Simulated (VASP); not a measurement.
# AlCu (Pm-3m) in VASP: a series of runs

Runs on AlCu. Level: r2SCAN. Tasks: single point.

Everything below comes from runs of VASP 6.6.1. Logs are shortened: lines on timing, memory, paths and dates and some standing lists are left out, and cuts for length are marked.

## 1. Starting point

Symmetry: Pm-3m, No. 221, cubic system. The conventional cell has a = 2.998 Å, b = 2.998 Å, c = 2.998 Å, α = 90.00°, β = 90.00°, γ = 90.00°. Cu (site symmetry m-3m) has 8 Al at 2.60 Å as nearest neighbours. Around Al (site symmetry m-3m) lie 8 Cu at 2.60 Å.

The cell comes from a database or a generator and needn't be the stable form of this composition.

## 2. Single point, r2SCAN

INCAR reads:

```
PREC = Low
ENCUT = 520
EDIFF = 1E-6
ISMEAR = -1
SIGMA = 0.1
LREAL = False
LASPH = True
NELM = 100
ALGO = Normal
ISIF = 2
LWAVE = False
LCHARG = False
METAGGA = R2SCAN
LMIXTAU = True
ADDGRID = False
```

KPOINTS reads:

```
Automatic mesh
0
Gamma
  16 16 16
```

POSCAR reads:

```
AlCu
1.0
    2.9975090000      0.0000000000      0.0000000000
    0.0000000000      2.9975090000      0.0000000000
    0.0000000000      0.0000000000      2.9975090000
Cu Al
1 1
Direct
    0.5000000000      0.5000000000      0.5000000000
    0.0000000000      0.0000000000      0.0000000000
```

Potentials or basis: VASP PAW PBE potentials, release 64 (Cu, Al).

The run is started by

```bash
$ cat potpaw_PBE.64/Cu/POTCAR potpaw_PBE.64/Al/POTCAR > POTCAR
$ mpirun -np 1 vasp_std > vasp.out
```

OUTCAR:

```text
PREC = Low
   ENCUT = 520
   EDIFF = 1E-6
   ISMEAR = -1
   LREAL = False
   LASPH = True
   NELM = 100
   ISIF = 2
   METAGGA = R2SCAN

 Found    165 irreducible k-points:

 Following reciprocal coordinates:
            Coordinates               Weight
  0.000000  0.000000  0.000000      1.000000
  0.062500  0.000000  0.000000      6.000000
  0.125000  0.000000  0.000000      6.000000
  0.187500  0.000000  0.000000      6.000000
  0.250000  0.000000  0.000000      6.000000
  0.312500  0.000000  0.000000      6.000000
   k-points           NKPTS =    165   k-points in BZ     NKDIM =    165   number of bands    NBANDS=     11
   number of dos      NEDOS =    301   number of ions     NIONS =      2
   total plane-waves  NPLWV =   5832
   dimension x,y,z NGX =    18 NGY =   18 NGZ =   18
   dimension x,y,z NGXF=    18 NGYF=   18 NGZF=   18
   ions per type =               1   1
   NGX,Y,Z   is equivalent  to a cutoff of   9.98,  9.98,  9.98 a.u.
   NGXF,Y,Z  is equivalent  to a cutoff of   9.98,  9.98,  9.98 a.u.
 SYSTEM =  unknown system
   PREC   = low       normal or accurate (medium, high low for compatibility)
   ISTART =      0    job   : 0-new  1-cont  2-samecut
   ICHARG =      2    charge: 1-file 2-atom 10-const
   ISPIN  =      1    spin polarized calculation?
   LNONCOLLINEAR =      F non collinear calculations
   LSORBIT =      F    spin-orbit coupling
   LASPH  =      T    aspherical Exc in radial PAW
   ENCUT  =  520.0 eV  38.22 Ry    6.18 a.u.   5.57  5.57  5.57*2*pi/ulx,y,z
   NELM   =    100;   NELMIN=  2; NELMDL= -5     # of ELM steps
   EDIFF  = 0.1E-05   stopping-criterion for ELM
   LREAL  =      F    real-space projection
   EDIFFG = 0.1E-04   stopping-criterion for IOM
   NSW    =      0    number of steps for IOM
   IBRION =     -1    ionic relax: 0-MD 1-quasi-New 2-CG
   NFREE  =      0    steps in history (QN), initial steepest desc. (CG)
   ISIF   =      2    stress and relaxation
   ISYM   =      2    0-nonsym 1-usesym 2-fastsym
   POTIM  = 0.5000    time-step for ionic-motion
   TEBEG  =    0.0;   TEEND  =   0.0 temperature during run
   PSTRESS=    0.0 pullay stress
   NELECT =      14.0000    total number of electrons
   NUPDOWN=      -1.0000    fix difference up-down
   EMIN   =  10.00;   EMAX   =-10.00  energy-range for DOS
   EFERMI =   0.00;   METHOD = LEGACY
   ISMEAR =    -1;   SIGMA  =   0.10  broadening in eV -4-tet -1-fermi 0-gaus
   EFERMI_NEDOS =   21; number of points for ismear=-14 and -15
   IALGO  =     38    algorithm
   IMIX   =      4    mixing-type and parameters
     AMIX     =   0.40;   BMIX     =  1.00
     AMIX_MAG =   1.60;   BMIX_MAG =  1.00
  volume/ion in A,a.u.               =      13.47        90.88
  Fermi-wavevector in a.u.,A,eV,Ry     =   1.316306  2.487459 23.574307  1.732663
  Thomas-Fermi vector in A             =   2.446428
   LORBIT       =      0    0 simple, 1 ext, 2 COOP (PROOUT), +10 PAW based schemes
   METAGGA = R2SCAN    functional components
   LHFCALC =     F    Hartree Fock is set to
   AEXX    =    0.0000 exact exchange contribution
   IVDW    =     0    specifies the selected vdW correction
   LEPSILON=     F    determine dielectric tensor
   LRPA    =     F    only Hartree local field effects (RPA)
 non-spin polarized calculation
  energy-cutoff  :      520.00
  volume of cell :       26.93
 maximum number of plane-waves:       743
   NGX = 11   NGY = 11   NGZ = 11

 number of electron      13.9996946 magnetization

 Free energy of the ion-electron system (eV)
  ---------------------------------------------------
  ext. energy  EPLUGINS =         0.00000000
  ---------------------------------------------------
  free energy    TOTEN  =       -17.88475863 eV

  energy without entropy =      -17.86577356  energy(sigma->0) =      -17.87526610

 E-fermi :   9.0462     XC(G=0): -12.4272

 val. band max:        9.0153027656   @ k =   0.4375   0.3750   0.0625
 cond. band min:       9.0486901038   @ k =   0.4375   0.4375   0.2500
 fundamental gap:      0.0333873382
 Fermi energy:         9.0462493626

 k-point     1 :       0.0000    0.0000    0.0000
  band No.  band energies     occupation
      1      -3.1005      2.00000
      2       3.8957      2.00000
      3       3.8958      2.00000
      4       5.0035      2.00000
      5       5.0035      2.00000
      6       5.0035      2.00000
      7      13.1237      0.00000
      8      13.1237      0.00000
      9      13.1237      0.00000
     10      15.4826      0.00000
     11      15.4826      0.00000

 k-point     2 :       0.0625    0.0000    0.0000
  band No.  band energies     occupation
      1      -3.0307      2.00000
      2       3.8982      2.00000
      3       3.9063      2.00000
      4       4.9844      2.00000
      5       4.9844      2.00000
      6       5.0056      2.00000
      7      12.2189      0.00000
      8      13.2078      0.00000
      9      13.2078      0.00000
     10      15.5090      0.00000
     11      16.2793      0.00000

 k-point     3 :       0.1250    0.0000    0.0000
  band No.  band energies     occupation
      1      -2.8221      2.00000
      2       3.8984      2.00000
      3       3.9363      2.00000
      4       4.9310      2.00000
      5       4.9310      2.00000
      6       5.0114      2.00000
      7      10.7045      0.00000
      8      13.4561      0.00000
      9      13.4561      0.00000
     10      15.5875      0.00000
     11      17.3935      0.00000

 k-point     4 :       0.1875    0.0000    0.0000
  band No.  band energies     occupation
      1      -2.4764      2.00000
      2       3.8708      2.00000
      3       3.9816      2.00000
      4       4.8536      2.00000
      5       4.8536      2.00000
      6       5.0202      2.00000
      7       9.1930      0.37460
      8      13.8592      0.00000
      9      13.8592      0.00000
     10      15.7156      0.00000
     11      18.2197      0.00000

 k-point     5 :       0.2500    0.0000    0.0000
  band No.  band energies     occupation
      1      -1.9970      2.00000
      2       3.7594      2.00000
      3       4.0356      2.00000
      4       4.7660      2.00000
      5       4.7660      2.00000
      6       5.0306      2.00000
      7       7.8363      1.99999
      8      14.4042      0.00000
      9      14.4042      0.00000
     10      15.8869      0.00000
     11      18.8677      0.00000

 k-point     6 :       0.3125    0.0000    0.0000
  band No.  band energies     occupation
      1      -1.3893      2.00000
      2       3.4594      2.00000
      3       4.0903      2.00000
      4       4.6819      2.00000
      5       4.6819      2.00000
      6       5.0409      2.00000
      7       6.7638      2.00000
      8      15.0779      0.00000
      9      15.0779      0.00000
     10      16.0867      0.00000
     11      19.4937      0.00000

 [... further k-points ...]

------------------------ aborting loop because EDIFF is reached ----------------------------------------

  FORCE on cell =-STRESS in cart. coord.  units (eV):
  Direction    XX          YY          ZZ          XY          YZ          ZX
  --------------------------------------------------------------------------------------
  -------------------------------------------------------------------------------------
  Total       -0.9066266     -0.9066266     -0.9066266      0.0000000      0.0000000      0.0000000
  in kB      -53.9333681    -53.9333681    -53.9333681      0.0000000      0.0000000      0.0000000
  external PRESSURE =     -53.9333681 kB  Pullay stress =       0.0000000 kB

 VOLUME and BASIS-vectors are now :
 -----------------------------------------------------------------------------
  energy-cutoff  :      520.00
  volume of cell :       26.93
      direct lattice vectors                 reciprocal lattice vectors
     2.997509000  0.000000000  0.000000000     0.333610341  0.000000000  0.000000000
     0.000000000  2.997509000  0.000000000     0.000000000  0.333610341  0.000000000
     0.000000000  0.000000000  2.997509000     0.000000000  0.000000000  0.333610341

 POSITION                                       TOTAL-FORCE (eV/Angst)
 -----------------------------------------------------------------------------------
      1.49875      1.49875      1.49875         0.000000      0.000000      0.000000
      0.00000      0.00000      0.00000         0.000000      0.000000      0.000000
 -----------------------------------------------------------------------------------
    total drift:                                0.000000      0.000000      0.000000

  FREE ENERGIE OF THE ION-ELECTRON SYSTEM (eV)
  ---------------------------------------------------
  free  energy   TOTEN  =       -17.8847586328 eV

  energy  without entropy=      -17.8657735587  energy(sigma->0) =      -17.87526610
```

OSZICAR:

```text
N       E                     dE             d eps       ncg     rms          rms(c)
DAV:   1     0.460503038200E+02    0.46050E+02   -0.64824E+03  3660   0.166E+03
DAV:   2    -0.192658868789E+02   -0.65316E+02   -0.60864E+02  3672   0.238E+02
DAV:   3    -0.212465438661E+02   -0.19807E+01   -0.19181E+01  4589   0.562E+01
DAV:   4    -0.212851544503E+02   -0.38611E-01   -0.38566E-01  4815   0.611E+00
DAV:   5    -0.212862149448E+02   -0.10605E-02   -0.10605E-02  4858   0.980E-01    0.114E+01
DAV:   6    -0.199504477475E+02    0.13358E+01   -0.44092E+01  4185   0.198E+02    0.939E+00
DAV:   7    -0.179257657825E+02    0.20247E+01   -0.81856E+00  4202   0.897E+01    0.150E+00
DAV:   8    -0.179262525714E+02   -0.48679E-03   -0.91273E-01  4777   0.263E+01    0.169E+00
DAV:   9    -0.178822790060E+02    0.43974E-01   -0.14752E-01  4563   0.108E+01    0.397E-01
DAV:  10    -0.178845741482E+02   -0.22951E-02   -0.11398E-02  5294   0.227E+00    0.162E-01
DAV:  11    -0.178845904366E+02   -0.16288E-04   -0.11975E-03  4220   0.695E-01    0.141E-01
DAV:  12    -0.178844960596E+02    0.94377E-04   -0.39894E-03  4321   0.179E+00    0.207E-02
DAV:  13    -0.178847586848E+02   -0.26263E-03   -0.27724E-04  4290   0.376E-01    0.172E-02
DAV:  14    -0.178847586328E+02    0.52021E-07   -0.99845E-06  4369   0.899E-02
   1 F= -.17884759E+02 E0= -.17875266E+02  d E =-.189851E-01
```

It took 54 s on 1 thread of Intel Xeon 6975P-C (Granite Rapids), shared host; peak memory 0.15 GiB.

The run converged, but some of its settings lie outside the range that counts as converged, so its numbers aren't taken as properties of the crystal.

Results:

```yaml
Free_energy: -17.8848 eV
Pressure: -5.4 GPa
Band_gap_on_the_k_mesh: none (metal or under the smearing width)
```

Caveat: the PAW data sets were made with another functional, which shifts forces and pressure a little.

## 3. Single point, r2SCAN

INCAR, as its differences from that of step 2:

```diff
@@ -1,2 +1,2 @@
-PREC = Low
+PREC = Normal
 ENCUT = 520
```

KPOINTS is that of step 2.

POSCAR is that of step 2.

Potentials or basis: VASP PAW PBE potentials, release 64 (Cu, Al).

The run is started by

```bash
$ cat potpaw_PBE.64/Cu/POTCAR potpaw_PBE.64/Al/POTCAR > POTCAR
$ mpirun -np 1 vasp_std > vasp.out
```

Wall time 49 s (1 thread of Intel Xeon 6975P-C (Granite Rapids), shared host); peak memory 0.16 GiB.

The run converged, but some of its settings lie outside the range that counts as converged, so its numbers aren't taken as properties of the crystal.

What came out:

* Free energy: -17.8924 eV
* Pressure: -4.9 GPa
* Band gap on the k mesh: none (metal or under the smearing width)

Caveat: the PAW data sets were made with another functional, which shifts forces and pressure a little.
